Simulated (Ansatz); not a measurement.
# How NaH (Fm-3m) expands on warming

Aim: the lattice, expansion, heat capacity and bulk modulus of NaH as it warms.

Method: DFT r2SCAN, scalar-relativistic, plane waves, PAW, in the first sound run; inputs show where later runs differ, in Ansatz 0.2.0.

**1. Set-up**

Symmetry: Fm-3m, No. 225, cubic system. The conventional cell has a = 4.880 Å, b = 4.880 Å, c = 4.880 Å, α = 90.00°, β = 90.00°, γ = 90.00°. Nearest to Na lie 6 H at 2.44 Å. Nearest to H lie 6 Na at 2.44 Å. Farther neighbours are not listed.

**2. Probe on a coarse mesh**

A cheap single point shows whether the cell is a metal or an insulator and how far it is from rest; that sets the k-mesh and the occupations of what follows.

input.yaml reads:

```yaml
crystal:
  lattice:
    - [0.0, 2.44, 2.44]
    - [2.44, 0.0, 2.44]
    - [2.44, 2.44, 0.0]
  atoms:
    - { symbol: Na, position: [0.0, 0.0, 0.0] }
    - { symbol: H, position: [0.5, 0.5, 0.5] }
kpoints:
  mp_grid: { grid: [6, 6, 6] }
hamiltonian:
  xc: r2scan
scf:
  occupations: { method: gaussian, width: 0.1 }
output:
  forces: true
  stress: true
  eigenvalues: true
```

The run is started by

```sh
ansatz run input.yaml --threads 4 --pin off --max-ram 8192MiB --backend cpu --events-out ev --progress --plain --runs-dir out
```

Numbers of over 12 decimals in the logs are rounded to 6 here.

What it wrote:

```text
Engine: ansatz 0.2.0, aarch64-unknown-linux-gnu
Pseudopotentials: kind: paw
Pseudopotential: Na, paw, valence charge 9, recommended cutoff 500 eV (meta_gga), Na.paw.azcp
Pseudopotential: H, paw, valence charge 1, recommended cutoff 500 eV (meta_gga), H.paw.azcp
Functional definition: r2SCAN
  parameter k0 = 0.174
  parameter k1 = 0.065
  parameter a1 = 4.9479
  exchange = r2scan_x(k0 = k0, k1 = k1, a1 = a1)
  correlation = r2scan_c
Crystal: 2 atoms, lattice volume = 29.054 Å³
Basis set: ecut = 500 eV, 725 PW (Γ), exchange–correlation on 108×108×108 points (64 copies of the dense FFT grid, shifted against one another)
Bands: 9, of which v1, the nominal top of the filled ones, is band 5 counted from 1 (4 counted from 0)
Symmetry: 48 space group operations
Space group: Fm-3m (ITA 225), of the structure as read, at distance tolerance 3.1e-5 Å
k-points: 16 of 216
Non-local potential: Na, projectors of the file, l = 0: 3, l = 1: 2, l = 2: 1
Non-local potential: H, projectors of the file, l = 0: 2, l = 1: 1
PAW form: soft (Blöchl's): semilocal exchange-correlation on the pseudo side does not see the compensation charge
PAW frozen core: Na, regenerated for the run's functional (the file was generated under x = pbe(κ = 0.804, μ = 0.219515), c = pbe(β = 0.066725))
PAW one-centre angular grid: Na, 302 points (default); XC on 339 of its mesh's 2595 points in the sphere
PAW one-centre angular grid: H, 302 points (default); XC on 160 Gauss nodes
Initial density: superposition of atomic densities (neutral atoms: chi_scale 0, normalization atom), corrected by the library's trained network
Initial wavefunctions: pseudopotential atomic-orbital guess
Functional: x = r2scan, c = r2scan; τ floored in thin density (d = 2e-4 eV/Å³)
SCF iter   1: F=—  HF=-1505.131227 eV  |F-HF|=—  |Δ(HF+E_count)|=         —  Δρ=7.70e-3  dr2=8.33e-3  dr2_τ=7.22e-4  ethr=1.77e-3  ⟨swp⟩=5.0  Hψ=919  notcnv=0
preconditioner: auto → none  [insulator: Δε(μ)=4.294 eV  Ē_g=11.667 eV  σ=0.100 eV  W_gap=1.00  n_scr=8 (ndim 8)  ℏωp=9.7 eV  f_vac=0.000  D(μ)=0.00/eV (n_scr^D=0)  ε∞_Penn≈1.7]
SCF iter   2: F=—  HF=-1505.130355 eV  |F-HF|=—  |Δ(HF+E_count)|=   8.72e-4  Δρ=1.67e-3  dr2=6.23e-4  dr2_τ=1.90e-4  ethr=8.33e-5  ⟨swp⟩=2.0  Hψ=415  notcnv=0
SCF iter   3: F=—  HF=-1505.130596 eV  |F-HF|=—  |Δ(HF+E_count)|=   2.41e-4  Δρ=4.39e-4  dr2=2.48e-5  dr2_τ=5.42e-6  ethr=6.23e-6  ⟨swp⟩=2.9  Hψ=224  notcnv=0
SCF iter   4: F=—  HF=-1505.130642 eV  |F-HF|=—  |Δ(HF+E_count)|=   4.62e-5  Δρ=1.29e-4  dr2=1.43e-6  dr2_τ=4.54e-7  ethr=2.48e-7  ⟨swp⟩=2.0  Hψ=224  notcnv=0
iter 5 did not close the SCF: its close was put off for the readings that it lacked (scf_convergence_deferred on its scf_iter line)
SCF iter   5: F=-1505.130645 eV  HF=-1505.130645 eV  |F-HF|=4.22e-9  |Δ(HF+E_count)|=   3.51e-6  Δρ=7.07e-6  dr2=8.64e-9  dr2_τ=3.96e-10  ethr=1.43e-8  ⟨swp⟩=2.0  Hψ=224  notcnv=0
SCF iter   6: F=-1505.130645 eV  HF=-1505.130645 eV  |F-HF|=9.55e-11  |Δ(HF+E_count)|=   1.67e-9  Δρ=5.93e-7  dr2=7.55e-11  dr2_τ=3.24e-12  ethr=8.64e-11  ⟨swp⟩=1.0  Hψ=432  notcnv=0
SCF 1 converged in 6 iterations: F = -1505.130645 eV  dr2 = 7.55e-11
  greatest PAW one-centre occupation: 1.000 electrons in one spin orbital (limit 2), on the Na atom at site 0 (counted from 0), in its partial waves of l = 0
SCF converged after 6 iterations
Free energy (F): -1505.130645 eV
Harris-Foulkes:  -1505.130645 eV  (|F-HF|=9.55e-11)
Internal energy: -1505.130645 eV  (E = F + TS)
E sigma→0 (E₀):  -1505.130645 eV
Fermi energy:    2.494187 eV
--- Per-component energies (eV) ---
  E_band       = -240.876132
  E_kinetic    = 134.110716
  E_local      = -1341.209246  (includes V_loc(G=0)·N_el)
  E_nonlocal   = 117.310405
  E_hartree    = 482.320243
  E_xc         = -45.844747
  E_vxc        = -67.652246  (∫ρ·V_xc dr)
  E_paw        = -268.172161  (= ΣΔE_a)
  E_vpaw       = -53.417350  (= ΣTr[D̂ρ^β])
  E_aug_tail   = -0.000360  (compensation charges beyond the density's cutoff)
  E_vtau       = 5.341321  (kinetic-family band-sum trace: ∫τ·v_τ [+ j·A + Jᵃ·Aᵃ] dr)
  E_ewald      = -583.619228
  E_core_change = -0.026267  (= ΣΔE_core)
  E_smearing   = -0.000000  (= −TS)
  E_closure    = 0.000000  (closes the sum)
  Σ components = -1505.130645   (vs F -1505.130645, Δ=0.00e0)
--- Forces (eV/Å), atoms counted from 1 ---
  atom   1  Na    -0.00000000     0.00000000     0.00000000
  atom   2  H      0.00000000    -0.00000000     0.00000000
  max |Σ_I F_I| component: 1.26e-30 eV/Å
--- Stress (GPa, compression-positive) ---
       -1.167144       0.000000       0.000000
       -0.000000      -1.167144       0.000000
        0.000000      -0.000000      -1.167144
  P = ⅓ Tr σ = -1.1671 GPa (-11.671 kbar)
--- Band table (eV; the first three rows and the last of 16) ---
  k-point 0: bands = ["-52.1262", "-22.5052", "-22.5052", "-22.5052", "-3.1362", "11.5087", "16.7137", "16.7137", "16.7137"]
  k-point 1: bands = ["-52.1249", "-22.5256", "-22.5076", "-22.5076", "-2.6719", "9.8237", "13.4044", "15.4470", "15.4470"]
  k-point 2: bands = ["-52.1223", "-22.5659", "-22.5124", "-22.5124", "-1.4444", "6.4631", "12.1402", "14.5366", "14.5366"]
  k-point 15: bands = ["-52.1193", "-22.5654", "-22.5435", "-22.5339", "0.3192", "6.0985", "8.0220", "9.7240", "16.0068"]
```

Wall time 3.4 s (4 threads of Arm Neoverse V2, shared host); peak memory 0.39 GiB; 1.9 s of CPU time.

In the SCF lines HF is the Harris–Foulkes energy and dr2 the Hartree energy of the density residual, in eV; the loop may stop once dr2 is under the threshold and the program's other checks hold. Hψ counts applications of the Hamiltonian.

A gap read on the k-mesh alone can miss the band edges.

Numbers from this step:

| Property | Result |
| --- | --- |
| pressure | -1.167 GPa |
| gap on the k-mesh | 4.347 eV |
| volume per atom | 14.53 Å³ |

The start is under -1.2 GPa at this level and looks like an insulator or semiconductor on this mesh.

**3. Finding the static equilibrium**

The vibrations must be taken about the equilibrium of this functional, not about the starting cell, so the structure is relaxed.

input.yaml, the sections that differ from step 2:

```yaml
kpoints:
  mp_grid: { grid: [8, 8, 8] }
scf:
  occupations: { method: gaussian, width: 0.02 }
relax:
  adjacent_minimum: "off"
  f_tol: 0.005
  max_steps: 80
  cell: { stress_tol: 0.05 }
# crystal, hamiltonian, output: as in step 2
```

What it wrote:

```text
[...]
Crystal: 2 atoms, lattice volume = 29.054 Å³
Basis set: ecut = 500 eV, 725 PW (Γ), exchange–correlation on 108×108×108 points (64 copies of the dense FFT grid, shifted against one another)
Bands: 9, of which v1, the nominal top of the filled ones, is band 5 counted from 1 (4 counted from 0)
Symmetry: 48 space group operations
[...]
k-points: 29 of 512
[...]
SCF iter   1: F=—  HF=-1505.131216 eV  |F-HF|=—  |Δ(HF+E_count)|=         —  Δρ=7.71e-3  dr2=8.36e-3  dr2_τ=7.22e-4  ethr=1.77e-3  ⟨swp⟩=6.0  Hψ=1759  notcnv=0
[...]
SCF iter   6: F=-1505.130632 eV  HF=-1505.130632 eV  |F-HF|=9.50e-11  |Δ(HF+E_count)|=   2.72e-9  Δρ=6.00e-7  dr2=7.49e-11  dr2_τ=3.26e-12  ethr=8.79e-11  ⟨swp⟩=1.0  Hψ=783  notcnv=0
SCF 1 converged in 6 iterations: F = -1505.130632 eV  dr2 = 7.49e-11
[...]
relax step   1: F+E_penalty+E_count = -1505.13063204 eV  Δ(F+E_penalty+E_count) = +0.000e0 eV  max|allowed force component| = 6.512e-31 eV/Å  Δτ_max = 0.0000 Å  P = -1.167 GPa  Ω = 29.054 Å³  (6 SCF iters, dr2 threshold 1.00e-7 eV, accepted)
Crystal: 2 atoms, lattice volume = 27.792 Å³
[...]
iter 1 solved again at ethr=2.65e-5 eV; its pass at ethr=3.10e-3 eV (dr2=2.65e-3 eV) is discarded
[...]
SCF iter   5: F=-1505.136318 eV  HF=-1505.136318 eV  |F-HF|=6.31e-9  |Δ(HF+E_count)|=   9.59e-7  Δρ=7.06e-6  dr2=9.31e-9  dr2_τ=2.64e-10  ethr=2.00e-9  ⟨swp⟩=5.0  Hψ=1214  notcnv=0
SCF 2 converged in 5 iterations: F = -1505.136318 eV  dr2 = 9.31e-9
relax step   2: F+E_penalty+E_count = -1505.13631833 eV  Δ(F+E_penalty+E_count) = -5.686e-3 eV  max|allowed force component| = 1.446e-30 eV/Å  Δτ_max = 0.0000 Å  P = -0.195 GPa  Ω = 27.792 Å³  energy of the carried Pulay correction = +1.864e-4 eV  (5 SCF iters, dr2 threshold 2.00e-7 eV, accepted)
Crystal: 2 atoms, lattice volume = 27.552 Å³
[...]
SCF iter   4: F=-1505.136492 eV  HF=-1505.136492 eV  |F-HF|=3.36e-8  |Δ(HF+E_count)|=   2.23e-7  Δρ=1.31e-5  dr2=1.79e-8  dr2_τ=3.67e-9  ethr=9.54e-10  ⟨swp⟩=4.9  Hψ=1164  notcnv=0
SCF 3 converged in 4 iterations: F = -1505.136492 eV  dr2 = 1.79e-8
relax step   3: F+E_penalty+E_count = -1505.13649173 eV  Δ(F+E_penalty+E_count) = -1.734e-4 eV  max|allowed force component| = 2.958e-31 eV/Å  Δτ_max = 0.0000 Å  P = +0.015 GPa  Ω = 27.552 Å³  energy of the carried Pulay correction = +2.229e-4 eV  (4 SCF iters, dr2 threshold 9.54e-8 eV, accepted)
Basis set: ecut = 500 eV, 725 PW (Γ), exchange–correlation on 100×100×100 points (64 copies of the dense FFT grid, shifted against one another)
[...]
SCF iter   5: F=-1505.136301 eV  HF=-1505.136301 eV  |F-HF|=3.18e-12  |Δ(HF+E_count)|=  3.25e-11  Δρ=1.97e-7  dr2=6.80e-12  dr2_τ=2.93e-13  ethr=1.00e-12  ⟨swp⟩=5.0  Hψ=841  notcnv=0
SCF 4 converged in 5 iterations: F = -1505.136301 eV  dr2 = 6.80e-12
relax step   4: F+E_penalty+E_count = -1505.13630073 eV  Δ(F+E_penalty+E_count) = +1.910e-4 eV  max|allowed force component| = 4.150e-31 eV/Å  Δτ_max = 0.0000 Å  P = +0.007 GPa  Ω = 27.552 Å³  stress off target by 6.98e-3 GPa  SCF on the basis re-selected at this cell (its energy is not comparable with the rows above)  (5 SCF iters)
basis re-selected at this cell: Δ(F+E_penalty+E_count) = +1.910e-4 eV, ΔP = -0.008 GPa vs the last step (what re-selecting the basis moved, of the pressure what is left beyond the Pulay correction that the steps carried, after the strain that the cell walked since its last selection, with what the two solves' SCF thresholds leave and, on support functions, any second-order correction that the steps lacked; it is no measure of the basis error at this ecutwfc). The dense FFT grid was sized anew with the basis: this SCF ran on 25×25×25 points, the steps before it on 27×27×27, so part of this shift can come from that change (see relax.cell in the input reference). [rest of the remark cut]
SCF converged after 5 iterations
Free energy (F): -1505.136301 eV
[...]
Internal energy: -1505.136301 eV  (E = F + TS)
E sigma→0 (E₀):  -1505.136301 eV
Fermi energy:    2.823532 eV
[...]
--- Stress (GPa, compression-positive) ---
        0.006976       0.000000       0.000000
        0.000000       0.006976       0.000000
        0.000000       0.000000       0.006976
  P = ⅓ Tr σ = 0.0070 GPa (0.070 kbar)
--- Band table (eV; the first three rows and the last of 29) ---
[...]
--- Relaxed structure (3 steps of the walk, 3 accepted, 1 SCFs on fresh bases) ---
  F+E_penalty+E_count = -1505.13630073 eV   max|allowed force component| = 4.150e-31 eV/Å   (the final SCF, on the basis selected at the relaxed cell)
  cell:  # Å, volume = 27.5518 Å³
    - [0, 2.397214, 2.397214]
    - [2.397214, 0, 2.397214]
    - [2.397214, 2.397214, 0]
  atoms:
    - { symbol: Na, position: [0, 0, 0] }
    - { symbol: H, position: [0.5, 0.5, 0.5] }
```

Run time: 1.9 s. Hardware: 4 threads; peak memory 0.42 GiB.

Step by step:

| step | energy less that of the first step (eV) | largest force component (eV/Å) | pressure (GPa) | volume (Å³) |
| --- | --- | --- | --- | --- |
| 1 | 0.0000 | 0.0000 | -1.17 | 29.05 |
| 2 | -0.0057 | 0.0000 | -0.20 | 27.79 |
| 3 | -0.0059 | 0.0000 | 0.01 | 27.55 |
| 4* | -0.0057 | 0.0000 | 0.01 | 27.55 |

Relaxation steps marked * repeat the geometry before them on a plane-wave basis chosen anew for their cell, so energy and pressure can jump there.

Forces are held to the 48 operations that the run works with; a distortion that breaks them can't arise in this run.

| conventional cell, symmetrised | before | after | change |
| --- | --- | --- | --- |
| a (Å) | 4.880 | 4.794 | -1.8 % |
| b (Å) | 4.880 | 4.794 | -1.8 % |
| c (Å) | 4.880 | 4.794 | -1.8 % |
| volume (Å³/atom) | 14.53 | 13.78 | -5.2 % |

The relaxed structure:

```xyz
2
Lattice="0.0000 2.3972 2.3972 2.3972 0.0000 2.3972 2.3972 2.3972 0.0000" Properties=species:S:1:pos:R:3 pbc="T T T"
Na    0.0000    0.0000    0.0000
H     2.3972    2.3972    2.3972
```

This step gave:

| Quantity | Value |
| --- | --- |
| pressure | 0.006976 GPa |
| gap on the k-mesh | 4.401 eV |
| volume per atom | 13.78 Å³ |

The relaxation ends with a pressure of 0.01 GPa.

**4. Relaxing to small residual forces and stress**

The thresholds are tightened for a last relaxation ahead of the phonons, and where mesh or smearing change with them the cell follows.

input.yaml, the sections that differ from step 3:

```yaml
crystal:
  lattice:
    - [0.0, 2.3972135851, 2.3972135851]
    - [2.3972135851, 0.0, 2.3972135851]
    - [2.3972135851, 2.3972135851, 0.0]
  atoms:
    - { symbol: Na, position: [0.0, 0.0, 0.0] }
    - { symbol: H, position: [0.5, 0.5, 0.5] }
scf:
  occupations: { method: fixed }
relax:
  adjacent_minimum: "off"
  f_tol: 0.001
  max_steps: 60
  cell: { stress_tol: 0.01 }
# kpoints, hamiltonian, output: as in step 3
```

What it wrote:

```text
[...]
Crystal: 2 atoms, lattice volume = 27.552 Å³
Basis set: ecut = 500 eV, 725 PW (Γ), exchange–correlation on 100×100×100 points (64 copies of the dense FFT grid, shifted against one another)
Bands: 9, of which v1, the nominal top of the filled ones, is band 5 counted from 1 (4 counted from 0)
Symmetry: 48 space group operations
[...]
k-points: 29 of 512
[...]
P = ⅓ Tr σ = 0.0070 GPa (0.070 kbar)
--- Band table (eV; the first three rows and the last of 29) ---
[...]
--- Relaxed structure (1 steps of the walk, 1 accepted, 1 SCFs on fresh bases) ---
[...]
cell:  # Å, volume = 27.5518 Å³
    - [0.0, 2.3972135851, 2.3972135851]
    - [2.3972135851, 0.0, 2.3972135851]
    - [2.3972135851, 2.3972135851, 0.0]
  atoms:
    - { symbol: Na, position: [0.0, 0.0, 0.0] }
    - { symbol: H, position: [0.5, 0.5, 0.5] }
[key lines of the parts left out:]
SCF converged after 5 iterations
Free energy (F): -1505.136301 eV
Fermi energy:    0.622882 eV
```

Elapsed: 1 s, on 4 threads; peak memory 0.4 GiB; 3.1 s of CPU time.

Little changed from the start: no atom moved by 0.005 Å and no cell edge by 0.1 %.

This step gave:

```
pressure : 0.006979 GPa
```

The residual pressure is 0.0070 GPa, small enough for phonons.

**5. A faulty attempt**

This input was changed on purpose, to see how the program answers.

input.yaml, the sections that differ from step 4:

```yaml
scf:
  occupations: { method: fixed }
  max_iter: 80
output:
  eigenvalues: true
phonons:
  method: dfpt
  qmesh: [4, 4, 4]
  temperatures: { t_max: 500, t_step: -50 }
  thermal_expansion: {}
# crystal, kpoints, hamiltonian: as in step 4
# relax: removed
```

What it wrote:

```text
Error: invalid value for `phonons.temperatures.t_step`: must be finite and > 0; got -50 K
```

The job ended after 0.02 s (4 threads; peak memory 0.04 GiB).

The program refused the input before any cycle.

The program's message: “Error: invalid value for `phonons.temperatures.t_step`: must be finite and > 0; got -50 K”

The fault put into the input: a negative temperature step.

[end of part 1 of 3]

[Logs are printed without paths, hosts, clocks, repeated set-up lines and the standing remarks that a program may print on its own settings, such as how far it seeks lower states.]

[Hosts, paths, dates, database ids (printed as entryN), source tags and the programs' standing remarks are cut or masked in the printed files.]

[A step with changed settings may run another functional than the one named; its input shows which.]
